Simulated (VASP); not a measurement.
Input of a VASP 6.6.1 run:

The input INCAR:

```
PREC = Accurate
ENCUT = 520
EDIFF = 1E-7
ISMEAR = -1
SIGMA = 0.1
LREAL = False
LASPH = True
NELM = 80
ALGO = Normal
ISIF = 2
LWAVE = False
LCHARG = True
MAGMOM = 0 0 0
LORBIT = 11
LSORBIT = True
GGA_COMPAT = False
METAGGA = SCAN
LMIXTAU = True
IVDW = 11
LVHAR = True
```

KPOINTS

```
regular mesh
0
Gamma
  10 10 10
```

Contents of POSCAR:

```
Br
4.105
   -0.346770208283      0.346770208283      0.871502404385
    0.346770208283     -0.346770208283      0.871502404385
    0.346770208283      0.346770208283     -0.871502404385
Br
1
Direct
    0.0000000000      0.0000000000      0.0000000000
```

Potentials or basis: VASP PAW PBE potentials, release 64 (Br).

Launch:

```sh
$ cat potpaw_PBE.64/Br/POTCAR > POTCAR
$ mpirun -np 1 vasp_ncl > vasp.out
```

Task: Predict the dispersion energy per atom.

Result: -0.059 eV.

Task: What does it give for the pressure?

Result: -0.2 GPa.

Stress tensor (GPa, compression positive):
```
-0.13  0.00  0.00
 0.00 -0.13  0.00
 0.00  0.00 -0.25
```

Caveat: the PAW data sets were made with another functional, which shifts forces and pressure a little.
